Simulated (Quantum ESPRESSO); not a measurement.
**Pb under changes of volume**

One of the cells (30.323 Å³/atom); the others are scaled copies at fixed shape and fractional positions:

```xyz
1
Lattice="0.0000 2.4750 2.4750 2.4750 0.0000 2.4750 2.4750 2.4750 0.0000" Properties=species:S:1:pos:R:3 pbc="T T T"
Pb    0.0000    0.0000    0.0000
```

- Program: Quantum ESPRESSO 7.5
- Functional: LDA
- Potentials or basis: GBRV 1.5 LDA
- Cutoff: 612 eV
- Density cutoff: 4898 eV
- k mesh: 9 × 9 × 9
- Occupations: fermi-dirac, width 0.05 eV
- Spin: no spin polarisation

```csv
volume (Å³/atom),energy over the lowest point (meV/atom),pressure (GPa)
28.503,0.94,0.7
29.110,0.00,-0.5
29.716,3.44,-1.5
30.323,?,?
30.929,20.77,-3.2
31.535,33.77,-3.9
32.142,49.08,-4.5
```

Problem. What does the run at 30.323 Å³/atom give?

Solution. Energy over the lowest point 10.59 meV/atom; pressure -2.4 GPa.

Worked out: A Birch-Murnaghan fit of order 3 (a polynomial in V^(-2/3)) to the other rows has its minimum at 28.92 Å³/atom with B0 = V·E''(V) = 57 GPa and B' = 6.1. It gives 10.52 meV/atom at 30.323 Å³/atom, against the run's 10.59, and -dE/dV = -2.3 GPa, against -2.4.

Energies are extrapolated to zero smearing.
